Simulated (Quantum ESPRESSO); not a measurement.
# H on fcc sites of Cu(111): a series in the coverage, part 3 of 8

Aim: how the results for H on fcc sites of Cu(111) change with the coverage.

Quantum ESPRESSO 7.5; plane-wave DFT, PBE, GBRV ultrasoft pseudopotentials.

So far. Step 2 (Variable-cell relaxation of the reference):  The last row is no step: it is a fresh SCF in the final cell with a new plane-wave basis, -1 meV from the row before. Step 4 (Relaxing the ions of the reference): The relaxation lowers the energy by 1 meV an atom.

## Step 5: Relaxing the ions, 0 ML

What the set-up leaves free in this member is relaxed.

System of this step: Cu(111), 3 layers, 1 sites a cell. The cell holds 3 atoms: 3 Cu. Cell: a = 2.560 Å, b = 2.560 Å, c = 18.220 Å, α = 90.0°, β = 90.0°, γ = 60.0°. It derives from Cu. Vacuum lies along c.

m0.relax.in reads:

```
&control
  prefix = 'm0.relax'
  outdir = './out'
  pseudo_dir = './pseudo'
  nstep = 70
  forc_conv_thr = 0.0015
  calculation = 'relax'
/
&system
  ibrav = 0
  nat = 3
  ntyp = 1
  ecutwfc = 40
  ecutrho = 200
  occupations = 'smearing'
  smearing = 'mv'
  degauss = 0.02
/
&electrons
  conv_thr = 1e-07
  mixing_beta = 0.3
  electron_maxstep = 120
  mixing_mode = 'local-TF'
/
&ions
/
ATOMIC_SPECIES
  Cu  63.5460  cu_pbe_v1.2.uspp.F.UPF
CELL_PARAMETERS angstrom
  2.55988871576450 0.00000000000000 0.00000000000000
  1.27994435788225 2.21692865871318 0.00000000000000
  0.00000000000000 0.00000000000000 18.21995133859147
ATOMIC_POSITIONS crystal
  Cu  0.333333333300 0.333333333300 0.385282877812
  Cu  0.666666666700 0.666666666700 0.500000000000 0 0 0
  Cu  0.000000000000 0.000000000000 0.614717122188
K_POINTS automatic
  10 10 1 0 0 0
```

On the command line:

```sh
> OMP_NUM_THREADS=1 mpirun -n 8 pw.x -nk 4 -in m0.relax.in > m0.relax.out
```

The program printed:

```text
[banner, memory and clock lines left out]
Program PWSCF v.7.5 starts

          URL

     Message from routine setup:
     using ibrav=0 with symmetry is DISCOURAGED, use correct ibrav instead

     bravais-lattice index     =            0
     lattice parameter (alat)  =       4.8375  a.u.
     unit-cell volume          =     697.7769 (a.u.)^3
     number of atoms/cell      =            3
     number of atomic types    =            1
     number of electrons       =        57.00
     number of Kohn-Sham states=           35
     kinetic-energy cutoff     =      40.0000  Ry
     charge density cutoff     =     200.0000  Ry
     scf convergence threshold =      1.0E-07
     mixing beta               =       0.3000
     number of iterations used =            8  local-TF  mixing
     energy convergence thresh.=      1.0E-04
     force convergence thresh. =      1.5E-03
     Exchange-correlation= SLA  PW   PBE  PBE
                           (   1   4   3   4   0   0   0)
     nstep                     =           70

     celldm(1)=   4.837489  celldm(2)=   0.000000  celldm(3)=   0.000000
     celldm(4)=   0.000000  celldm(5)=   0.000000  celldm(6)=   0.000000

     crystal axes: (cart. coord. in units of alat)
               a(1) = (   1.000000   0.000000   0.000000 )
               a(2) = (   0.500000   0.866025   0.000000 )
               a(3) = (   0.000000   0.000000   7.117478 )

     reciprocal axes: (cart. coord. in units 2 pi/alat)
               b(1) = (  1.000000 -0.577350  0.000000 )
               b(2) = (  0.000000  1.154701  0.000000 )
               b(3) = (  0.000000  0.000000  0.140499 )

     PseudoPot. # 1 for Cu read from file:
     ./pseudo/cu_pbe_v1.2.uspp.F.UPF
     Pseudo is Ultrasoft + core correction, Zval = 19.0
     Generated by new atomic code, or converted to UPF format
     Using radial grid of  867 points,  6 beta functions with:
                l(1) =   0
                l(2) =   0
                l(3) =   1
                l(4) =   1
                l(5) =   2
                l(6) =   2
     Q(r) pseudized with  8 coefficients,  rinner =    1.150   1.150   1.150
                                                       1.150   1.150

     atomic species   valence    mass     pseudopotential
     Cu               19.00    63.54600     Cu( 1.00)

     12 Sym. Ops., with inversion, found ( 6 have fractional translation)

   Cartesian axes

     site n.     atom                  positions (alat units)
         1        Cu     tau(   1) = (   0.5000000   0.2886751   2.7422424  )
         2        Cu     tau(   2) = (   1.0000000   0.5773503   3.5587389  )
         3        Cu     tau(   3) = (   0.0000000   0.0000000   4.3752355  )

     number of k points=    14  Marzari-Vanderbilt smearing, width (Ry)=  0.0200
                       cart. coord. in units 2pi/alat
        k(    1) = (   0.0000000   0.0000000   0.0000000), wk =   0.0200000
        k(    2) = (   0.0000000   0.1154701   0.0000000), wk =   0.1200000
        k(    3) = (   0.0000000   0.2309401   0.0000000), wk =   0.1200000
        k(    4) = (   0.0000000   0.3464102   0.0000000), wk =   0.1200000
        k(    5) = (   0.0000000   0.4618802   0.0000000), wk =   0.1200000
        k(    6) = (   0.0000000  -0.5773503   0.0000000), wk =   0.0600000
        k(    7) = (   0.1000000   0.1732051   0.0000000), wk =   0.1200000
        k(    8) = (   0.1000000   0.2886751   0.0000000), wk =   0.2400000
        k(    9) = (   0.1000000   0.4041452   0.0000000), wk =   0.2400000
        k(   10) = (   0.1000000  -0.6350853   0.0000000), wk =   0.2400000
        k(   11) = (   0.2000000   0.3464102   0.0000000), wk =   0.1200000
        k(   12) = (   0.2000000  -0.6928203   0.0000000), wk =   0.2400000
        k(   13) = (   0.2000000  -0.5773503   0.0000000), wk =   0.1200000
        k(   14) = (   0.3000000  -0.6350853   0.0000000), wk =   0.1200000

     Dense  grid:    33203 G-vectors     FFT dimensions: (  24,  24, 160)

     Smooth grid:    23827 G-vectors     FFT dimensions: (  24,  24, 144)

     Initial potential from superposition of free atoms

     starting charge      54.0000, renormalised to      57.0000

     negative rho (up, down):  1.204E-04 0.000E+00
     Starting wfcs are   39 randomized atomic wfcs

     per-process dynamical memory:    20.5 Mb

     Self-consistent Calculation

     iteration #  1     ecut=    40.00 Ry     beta= 0.30
     Davidson diagonalization with overlap
     ethr =  1.00E-02,  avg # of iterations =  7.1

     negative rho (up, down):  1.597E-02 0.000E+00

     total energy              =   -1208.62477948 Ry
     estimated scf accuracy    <      36.64703071 Ry

     iteration #  2     ecut=    40.00 Ry     beta= 0.30
     Davidson diagonalization with overlap
     ethr =  1.00E-02,  avg # of iterations =  3.2

     negative rho (up, down):  1.188E-02 0.000E+00

     total energy              =   -1211.08343758 Ry
     estimated scf accuracy    <       0.82535645 Ry

     iteration #  3     ecut=    40.00 Ry     beta= 0.30
     Davidson diagonalization with overlap
     ethr =  1.45E-03,  avg # of iterations =  3.6

     negative rho (up, down):  4.289E-03 0.000E+00

     total energy              =   -1211.27370417 Ry
     estimated scf accuracy    <       0.03190118 Ry

     iteration #  4     ecut=    40.00 Ry     beta= 0.30
     Davidson diagonalization with overlap
     ethr =  5.60E-05,  avg # of iterations =  7.7

     total energy              =   -1211.27467921 Ry
     estimated scf accuracy    <       0.02417001 Ry

     iteration #  5     ecut=    40.00 Ry     beta= 0.30
     Davidson diagonalization with overlap
     ethr =  4.24E-05,  avg # of iterations =  2.1

     total energy              =   -1211.27938457 Ry
     estimated scf accuracy    <       0.01290503 Ry

     iteration #  6     ecut=    40.00 Ry     beta= 0.30
     Davidson diagonalization with overlap
     ethr =  2.26E-05,  avg # of iterations =  1.2

     negative rho (up, down):  4.745E-07 0.000E+00

     total energy              =   -1211.27459892 Ry
     estimated scf accuracy    <       0.01182067 Ry

     iteration #  7     ecut=    40.00 Ry     beta= 0.30
     Davidson diagonalization with overlap
     ethr =  2.07E-05,  avg # of iterations =  2.7

     negative rho (up, down):  3.311E-06 0.000E+00

     total energy              =   -1211.27833357 Ry
     estimated scf accuracy    <       0.00870147 Ry

     iteration #  8     ecut=    40.00 Ry     beta= 0.30
     Davidson diagonalization with overlap
     ethr =  1.53E-05,  avg # of iterations =  2.6

[...]
total energy              =   -1211.27675614 Ry
     estimated scf accuracy    <       0.00000018 Ry

     iteration # 16     ecut=    40.00 Ry     beta= 0.30
     Davidson diagonalization with overlap
     ethr =  3.19E-10,  avg # of iterations =  4.3

     negative rho (up, down):  5.129E-05 0.000E+00

     total energy              =   -1211.27675609 Ry
     estimated scf accuracy    <       0.00000080 Ry

     iteration # 17     ecut=    40.00 Ry     beta= 0.30
     Davidson diagonalization with overlap
     ethr =  3.19E-10,  avg # of iterations =  3.1

     negative rho (up, down):  5.265E-05 0.000E+00

     End of self-consistent calculation

          k = 0.0000 0.0000 0.0000 (  2925 PWs)   bands (ev):

  -110.1793-109.8675-109.8674 -67.5511 -67.5422 -67.5422 -67.2379 -67.2379
   -67.2377 -67.2377 -67.2197 -67.2153  -6.2740  -4.2649  -2.7790  -0.5875
    -0.5829  -0.5829  -0.4865  -0.3201  -0.3201  -0.1913  -0.1913   0.2951
     0.2951   0.6212   0.6212   0.8276   0.8276   0.9028   2.3190   6.5802
     7.2840   7.8360  10.1392

          k = 0.0000 0.1155 0.0000 (  2947 PWs)   bands (ev):

  -110.1785-109.8666-109.8666 -67.5501 -67.5500 -67.5442 -67.2455 -67.2454
   -67.2398 -67.2397 -67.2186 -67.2147  -5.9576  -3.9693  -2.5421  -0.7394
    -0.6034  -0.5710  -0.4759  -0.3019  -0.2483  -0.2363  -0.0816   0.2098
     0.2743   0.3492   0.5461   0.6141   0.8283   1.4076   3.0049   6.8576
     7.5975   8.1045  10.5056

          k = 0.0000 0.2309 0.0000 (  2969 PWs)   bands (ev):

  -110.1762-109.8644-109.8643 -67.5707 -67.5494 -67.5470 -67.2658 -67.2653
   -67.2449 -67.2448 -67.2159 -67.2133  -5.0502  -3.1758  -1.9708  -0.9959
    -0.8624  -0.5842  -0.4208  -0.2564  -0.2180  -0.1233  -0.0482   0.1366
     0.2156   0.3352   0.5858   0.6015   0.8317   2.1961   4.4169   7.6882
     8.5338   8.9258  11.3305

          k = 0.0000 0.3464 0.0000 (  2974 PWs)   bands (ev):

  -110.1733-109.8616-109.8615 -67.5960 -67.5557 -67.5433 -67.2907 -67.2896
   -67.2513 -67.2510 -67.2128 -67.2114  -3.7446  -2.3648  -1.6531  -1.2370
    -0.9701  -0.6097  -0.3185  -0.2247  -0.1415  -0.0688   0.1914   0.3341
     0.5310   0.6073   0.6346   0.8450   0.9285   3.2827   6.2289   9.0446
    10.0506  10.2888  11.2840

          k = 0.0000 0.4619 0.0000 (  2996 PWs)   bands (ev):

  -110.1710-109.8593-109.8593 -67.6164 -67.5609 -67.5405 -67.3109 -67.3092
   -67.2564 -67.2561 -67.2107 -67.2095  -2.6527  -2.1241  -1.7250  -1.4994
    -0.9702  -0.6025  -0.3049  -0.2534   0.1976   0.3657   0.6490   0.6550
     0.7858   0.9535   0.9792   1.0689   2.0514   4.6206   7.5719   8.3681
     9.3898  11.2616  11.9772

          k = 0.0000-0.5774 0.0000 (  3000 PWs)   bands (ev):

  -110.1702-109.8584-109.8584 -67.6242 -67.5629 -67.5394 -67.3186 -67.3166
   -67.2583 -67.2580 -67.2101 -67.2086  -2.3498  -2.1093  -1.7123  -1.6500
    -0.9917  -0.6506  -0.3383  -0.1047   0.3307   0.3742   0.7337   0.8147
     0.8176   1.0859   1.0965   2.4145   3.5381   3.9375   6.8730   8.0459
     8.8246  11.4456  11.7623

          k = 0.1000 0.1732 0.0000 (  2967 PWs)   bands (ev):

  -110.1769-109.8651-109.8650 -67.5638 -67.5483 -67.5479 -67.2590 -67.2586
   -67.2439 -67.2438 -67.2168 -67.2137  -5.3438  -3.4180  -2.1239  -0.9344
    -0.7514  -0.6412  -0.3720  -0.3519  -0.2594  -0.1695   0.1060   0.1276
     0.1542   0.3848   0.3900   0.7056   0.7832   1.9696   3.9970   7.4120
     8.2227   8.6504  11.0563

          k = 0.1000 0.2887 0.0000 (  2964 PWs)   bands (ev):

  -110.1743-109.8625-109.8625 -67.5853 -67.5555 -67.5446 -67.2802 -67.2794
   -67.2509 -67.2508 -67.2138 -67.2121  -4.2150  -2.5592  -1.5892  -1.1135
    -1.0007  -0.6239  -0.5444  -0.4527  -0.2005  -0.0789   0.0453   0.2534
     0.4290   0.5701   0.6259   0.7635   0.9005   2.8870   5.5586   8.5205
     9.4635   9.7659  12.1492

          k = 0.1000 0.4041 0.0000 (  2969 PWs)   bands (ev):

  -110.1718-109.8600-109.8600 -67.6067 -67.5627 -67.5413 -67.3013 -67.2999
   -67.2580 -67.2579 -67.2112 -67.2102  -2.9344  -2.0731  -1.5893  -1.2761
    -0.9945  -0.6474  -0.4273  -0.3074  -0.0268   0.0316   0.2955   0.3834
     0.5973   0.7998   0.8167   1.1535   1.7671   4.2566   7.4924   9.3374
    10.2337  11.2236  11.3393

          k = 0.1000-0.6351 0.0000 (  2995 PWs)   bands (ev):

  -110.1702-109.8584-109.8584 -67.6199 -67.5672 -67.5394 -67.3144 -67.3126
   -67.2624 -67.2623 -67.2099 -67.2087  -2.2692  -2.0083  -1.6535  -1.4810
    -0.9880  -0.5901  -0.4963  -0.1800   0.1706   0.3376   0.5434   0.6647
     0.7288   0.8476   0.9466   2.3717   3.4619   4.9438   7.2274   8.0795
     9.5559  11.0465  12.6031

          k = 0.2000 0.3464 0.0000 (  2969 PWs)   bands (ev):

  -110.1720-109.8603-109.8602 -67.6004 -67.5661 -67.5416 -67.2951 -67.2938
   -67.2613 -67.2611 -67.2113 -67.2106  -3.0394  -1.9916  -1.3372  -1.2479
    -0.8512  -0.7397  -0.6418  -0.5490  -0.2261  -0.1976   0.2298   0.3156
     0.4861   0.7917   0.8079   1.2194   1.7993   4.1419   7.2414   9.8932
    10.9635  11.1461  11.9432

          k = 0.2000-0.6928 0.0000 (  2994 PWs)   bands (ev):

  -110.1702-109.8584-109.8584 -67.6109 -67.5762 -67.5393 -67.3055 -67.3041
   -67.2713 -67.2710 -67.2095 -67.2091  -2.0866  -1.7967  -1.4804  -1.2143
    -0.9213  -0.8511  -0.4088  -0.3428  -0.1607  -0.0771   0.2329   0.3755
     0.5582   0.8150   0.9105   2.3839   3.5363   5.8951   8.2194   9.2729
    10.1620  10.8961  12.0451

          k = 0.2000-0.5774 0.0000 (  3015 PWs)   bands (ev):

  -110.1695-109.8577-109.8577 -67.6147 -67.5804 -67.5384 -67.3092 -67.3077
   -67.2754 -67.2751 -67.2091 -67.2083  -1.8619  -1.7487  -1.4817  -1.2708
    -0.9638  -0.8014  -0.4795  -0.2655  -0.0534   0.1179   0.2222   0.4892
     0.6988   0.7417   0.8541   4.1400   4.8002   5.5064   7.3815   8.8402
     9.4777  10.6520  12.0925

          k = 0.3000-0.6351 0.0000 (  3027 PWs)   bands (ev):

  -110.1692-109.8575-109.8575 -67.6067 -67.5914 -67.5380 -67.3013 -67.3002
   -67.2862 -67.2855 -67.2085 -67.2084  -1.5585  -1.5529  -1.3852  -1.2808
    -1.1113  -0.6913  -0.3563  -0.2849  -0.2543  -0.2527   0.2145   0.2989
     0.6412   0.7454   0.8173   4.4243   5.8739   7.1512   7.3070   8.6863
     9.0743   9.8391  11.1592

     the Fermi energy is     2.3432 ev

!    total energy              =   -1211.27675624 Ry
     estimated scf accuracy    <       0.00000003 Ry
     smearing contrib. (-TS)   =      -0.00067925 Ry
     internal energy E=F+TS    =   -1211.27607699 Ry

     The total energy is F=E-TS. E is the sum of the following terms:
     one-electron contribution =   -6015.57959325 Ry
     hartree contribution      =    3013.94011872 Ry
     xc contribution           =    -116.32832031 Ry
     ewald contribution        =    1906.69171784 Ry

     convergence has been achieved in  17 iterations

     negative rho (up, down):  5.265E-05 0.000E+00

     Forces acting on atoms (cartesian axes, Ry/au):

     atom    1 type  1   force =     0.00000000    0.00000000    0.00017113
     atom    2 type  1   force =     0.00000000    0.00000000    0.00000000
     atom    3 type  1   force =     0.00000000    0.00000000   -0.00017113

     Total force =     0.000242     Total SCF correction =     0.000314
     SCF correction compared to forces is large: reduce conv_thr to get better values

     BFGS Geometry Optimization
     Energy error            =      5.9E-08 Ry
     Gradient error          =      1.7E-04 Ry/Bohr

     bfgs converged in   1 scf cycles and   0 bfgs steps
     (criteria: energy <  1.0E-04 Ry, force <  1.5E-03 Ry/Bohr)

     End of BFGS Geometry Optimization

     Final energy             =   -1211.2767562421 Ry
Begin final coordinates

ATOMIC_POSITIONS (crystal)
Cu               0.3333333333        0.3333333333        0.3852828778
Cu               0.6666666667        0.6666666667        0.5000000000    0   0   0
Cu               0.0000000000        0.0000000000        0.6147171222
End final coordinates

     XML data file, charge density, pseudopotentials, collected wavefunctions

                                        0.00s GPU  (     297 calls)
```

It took 12 s on 8 MPI ranks of Arm Neoverse V1, shared host; peak memory 0.54 GiB.

No atom moved by 0.005 Å in the relaxation.

 On the free atoms the largest force ends at 0.004 eV/Å.

Numbers from this step:

* free energy: -16480.2598 eV
* Fermi energy: 2.343 eV

[end of part 3 of 8]

[Logs are printed without paths, hosts, clocks, repeated set-up lines and the standing remarks that a program may print on its own settings, such as how far it seeks lower states.]

[Hosts, paths, dates, database ids (printed as entryN), source tags and the programs' standing remarks are cut or masked in the printed files.]

[Maps of the electrostatic potential energy from Ansatz leave out the sawtooth potential of an applied field or a dipole correction, so their vacuum need not be flat; planar profiles and work functions include it.]
